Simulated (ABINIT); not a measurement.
Input of an ABINIT 10.8.3 (patched build) run:

Contents of run.abi:

```
ndtset 2

pp_dirpath "./"
pseudos "Ge.GGA_PBE-JTH.xml"

acell 3*1.0
rprim
    -4.8650804796     4.8650804796     2.6407271787
     4.8650804796    -4.8650804796     2.6407271787
     4.8650804796     4.8650804796    -2.6407271787
ntypat 1
znucl 32
natom 2
typat 1 1
xred
     0.5000000000     0.5000000000     0.0000000000
     0.2500000000     0.7500000000     0.5000000000

ecut 20.0
pawecutdg 40.0

ixc 11

occopt 3
tsmear 0.05 eV

nstep 100

iomode 3
prtwf 0
prteig 0
prtebands 0
enunit 1
prtden1 1
prtvha1 1
prtvclmb1 1
prtpot1 1

kptopt1 1
ngkpt1 11 11 11
nshiftk1 1
shiftk1 0.0 0.0 0.0
nband1 18
tolvrs1 1.0e-9

iscf2 -2
getden2 1
nband2 22
nbdbuf2 2
tolwfr2 1.0e-12
kptopt2 -8
ndivsm2 8
prteig2 1
prtvol2 -3
kptbounds2
     0.0000000000     0.0000000000     0.0000000000
     0.0000000000     0.0000000000     0.5000000000
    -0.5000000000     0.5000000000     0.5000000000
     0.0000000000     0.0000000000     0.0000000000
     0.3236558120     0.3236558120    -0.3236558120
     0.2500000000     0.2500000000     0.2500000000
     0.0000000000     0.5000000000     0.0000000000
    -0.3236558120     0.6763441880     0.3236558120
    -0.5000000000     0.5000000000     0.5000000000
```

Potentials or basis: JTH PAW PBE v2.0.

The run is started by

```bash
$ abinit run.abi > log 2>&1
```

Estimate the band gap on the k mesh.

none (metal or under the smearing width).

Levels at the corners of the path, in eV from the Fermi level:
| point | band 10 | band 11 | band 12 | band 13 | band 14 | band 15 | band 16 | band 17 | band 18 | band 19 |
| --- | --- | --- | --- | --- | --- | --- | --- | --- | --- | --- |
| Γ | -24.44 | -13.34 | -4.09 | -2.37 | -2.37 | 3.30 | 7.57 | 7.57 | 8.12 | 8.33 |
| X | -24.53 | -10.60 | -10.60 | 0.59 | 0.59 | 1.90 | 1.90 | 7.51 | 7.51 | 11.40 |
| M | -24.57 | -8.91 | -8.91 | -5.94 | -5.94 | 6.15 | 6.15 | 10.98 | 10.98 | 15.36 |
| Γ | -24.44 | -13.34 | -4.09 | -2.37 | -2.37 | 3.30 | 7.57 | 7.57 | 8.12 | 8.33 |
| Z | -24.50 | -7.45 | -6.49 | -3.83 | -3.63 | -3.63 | 3.77 | 6.63 | 6.63 | 10.86 |
| P | -24.51 | -6.90 | -6.90 | -4.37 | -4.37 | 4.22 | 4.22 | 4.87 | 4.87 | 8.13 |
| N | -24.49 | -8.07 | -6.42 | -2.66 | -2.04 | -1.38 | 2.49 | 3.54 | 5.50 | 8.80 |
| Z1 | -24.50 | -7.45 | -6.49 | -3.83 | -3.63 | -3.63 | 3.77 | 6.63 | 6.63 | 10.86 |
| M | -24.57 | -8.91 | -8.91 | -5.94 | -5.94 | 6.15 | 6.15 | 10.98 | 10.98 | 15.36 |
